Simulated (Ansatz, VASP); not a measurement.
**Al: VASP beside Ansatz**

File POSCAR:

```
Al
1.0
    0.0000000000      2.0248050000      2.0248050000
    2.0248050000      0.0000000000      2.0248050000
    2.0248050000      2.0248050000      0.0000000000
Al
1
Direct
    0.0000000000      0.0000000000      0.0000000000
```

The input INCAR.step1:

```
SYSTEM = Al
PREC     = Accurate       ! precision mode
ENCUT    = 520            ! plane-wave cutoff, eV
EDIFF    = 1E-5           ! SCF threshold, eV
ISMEAR   = -1             ! smearing method
SIGMA    = 0.05           ! smearing width, eV
LREAL    = .FALSE.        ! projectors in reciprocal space
LASPH    = .TRUE.         ! aspherical terms in the spheres
NELM     = 60             ! most SCF steps
ALGO     = Normal         ! electronic algorithm
ISIF     = 2              ! what is computed and relaxed
LWAVE    = .TRUE.         ! write WAVECAR
LCHARG   = .FALSE.        ! write CHGCAR
NBANDS   = 8              ! bands
GGA      = PE             ! functional
```

File INCAR.step2:

```
SYSTEM = Al
PREC     = Accurate       ! precision mode
ENCUT    = 520            ! plane-wave cutoff, eV
EDIFF    = 1E-6           ! SCF threshold, eV
ISMEAR   = -1             ! smearing method
SIGMA    = 0.05           ! smearing width, eV
LREAL    = .FALSE.        ! projectors in reciprocal space
LASPH    = .TRUE.         ! aspherical terms in the spheres
NELM     = 60             ! most SCF steps
ALGO     = Normal         ! electronic algorithm
ISIF     = 2              ! what is computed and relaxed
LWAVE    = .FALSE.        ! write WAVECAR
LCHARG   = .FALSE.        ! write CHGCAR
GGA      = PS             ! functional
LHFCALC  = .TRUE.         ! exact exchange
HFSCREEN = 0.2            ! screening, 1/A
PRECFOCK = Fast         
NBANDS   = 8              ! bands
ISTART   = 1
```

Contents of KPOINTS:

```
Automatic mesh
0
G
  6 6 6
  0 0 0
```

Contents of KPOINTS_OPT:

```
path GXWKGLUWLK,UX
8
line-mode
reciprocal
 0.0000000000  0.0000000000  0.0000000000  G
 0.5000000000  0.0000000000  0.5000000000  X

 0.5000000000  0.0000000000  0.5000000000  X
 0.5000000000  0.2500000000  0.7500000000  W

 0.5000000000  0.2500000000  0.7500000000  W
 0.3750000000  0.3750000000  0.7500000000  K

 0.3750000000  0.3750000000  0.7500000000  K
 0.0000000000  0.0000000000  0.0000000000  G

 0.0000000000  0.0000000000  0.0000000000  G
 0.5000000000  0.5000000000  0.5000000000  L

 0.5000000000  0.5000000000  0.5000000000  L
 0.6250000000  0.2500000000  0.6250000000  U

 0.6250000000  0.2500000000  0.6250000000  U
 0.5000000000  0.2500000000  0.7500000000  W

 0.5000000000  0.2500000000  0.7500000000  W
 0.5000000000  0.5000000000  0.5000000000  L

 0.5000000000  0.5000000000  0.5000000000  L
 0.3750000000  0.3750000000  0.7500000000  K

 0.6250000000  0.2500000000  0.6250000000  U
 0.5000000000  0.0000000000  0.5000000000  X
```

File input.yaml:

```yaml
crystal:
  lattice:
    - [0.0, 2.024805, 2.024805]
    - [2.024805, 0.0, 2.024805]
    - [2.024805, 2.024805, 0.0]
  atoms:
    - { symbol: Al, position: [0.0, 0.0, 0.0] }
hamiltonian:
  xc:
    exchange: hjs_pbesol
    correlation: pbesol
    exx: { coeff: 0.25, omega: 0.207 }
  pseudopotentials: { kind: paw }
kpoints:
  mp_grid: { grid: [6, 6, 6] }
  band_path:
    path:
      - [[0.0, 0.0, 0.0], [0.5, 0.0, 0.5], [0.5, 0.25, 0.75], [0.375, 0.375, 0.75], [0.0, 0.0, 0.0], [0.5, 0.5, 0.5], [0.625, 0.25, 0.625], [0.5, 0.25, 0.75], [0.5, 0.5, 0.5], [0.375, 0.375, 0.75]]
      - [[0.625, 0.25, 0.625], [0.5, 0.0, 0.5]]
    npoints: 4
scf:
  occupations: { method: fermi_dirac, width: 0.05 }
  n_extra_bands: 6
output:
  forces: true
  stress: true
  eigenvalues: true
  fatbands: false
```

Alike in both runs: task band structure; functional HSEsol; k mesh 6 × 6 × 6; occupations fermi-dirac, width 0.05 eV; no spin polarisation.

|  | VASP | Ansatz |
| --- | --- | --- |
| version | VASP 6.6.1 | Ansatz 0.2.0 |
| potentials or method | VASP PAW PBE potentials, release 64 (Al) | Ansatz PAW |
| plane-wave cutoff (eV) | 520 | 420 |
| valence electrons in the cell | 3 | 3 |

|  | VASP | Ansatz | Ansatz less VASP |
| --- | --- | --- | --- |
| gap on the k mesh at the Fermi level (eV) | none | none | - |
| pressure (GPa) | -1.9 | -2.1 | -0.11 |

A gap of «none» marks a metal or a gap that the smearing closes.

Caveats: the k mesh is coarse (spacing up to 0.45 Å⁻¹), so the values aren't converged, least of all with exact exchange; the PAW data sets were made with another functional, which shifts forces and pressure a little (VASP); the PAW data sets come from PBE, with cores solved anew for the run's functional, which leaves a small shift of forces and pressure (Ansatz); the thresholds are loose for stress (Ansatz).
